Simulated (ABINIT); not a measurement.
A run of ABINIT 10.8.3 (patched build) is set up as follows.

The input run.abi:

```
ndtset 2

pp_dirpath "./"
pseudos "Ti.upf"

acell 2.7809178859 2.7809178859 2.7809178859 Angstrom
rprim
    -0.5773502692     0.5773502692     0.5773502692
     0.5773502692    -0.5773502692     0.5773502692
     0.5773502692     0.5773502692    -0.5773502692
ntypat 1
znucl 22
natom 1
typat 1
chkprim 0
chksymtnons 0
tolsym 1.0e-6
xred
            0.0            0.0            0.0

ecut 42.0
ecutsm 0.5

ngkpt 16 16 16
nshiftk 1
shiftk 0.0 0.0 0.0

ixc -116133

nband 14
occopt 3
tsmear 0.00367493

nstep 80

prteig 0
prtebands 0
prtwf 0
prtden 0
prtpot 0

kptopt1 1
tolvrs1 1.0e-15
prtwf1 1
tolwfr1 1.0e-14
nbdbuf1 4
nline1 6

rfphon2 1
rfstrs2 3
rfatpol2 1 1
rfdir2 1 1 1
getwfk2 1
kptopt2 2
nqpt2 1
qpt2 0.0 0.0 0.0
tolvrs2 1.0e-10
```

Contents of mrgddb.in:

```
merged_DDB
Ti
2
runo_DS1_DDB
runo_DS2_DDB
```

anaddb.abi

```
ddb_filepath "merged_DDB"
output_file "anaddb.abo"
outdata_prefix "ana"
asr 2
chneut 0
dipdip 0
dieflag 0
enunit 0
elaflag 5
instrflag 1
eivec 1
nph1l 1
qph1l 0.0 0.0 0.0 1.0
```

Potentials or basis: PseudoDojo NC SR PBEsol v0.4 stringent.

Command:

```console
$ mpirun --bind-to none -np 4 abinit run.abi > log 2>&1
$ mrgddb < mrgddb.in > mrgddb.log 2>&1
$ anaddb anaddb.abi > anaddb.log 2>&1
```

Estimate the pressure.

0.3 GPa.

Predict the band gap on the k mesh.

none (metal or under the smearing width).

Caveat: the mesh is coarse for a metal's response.
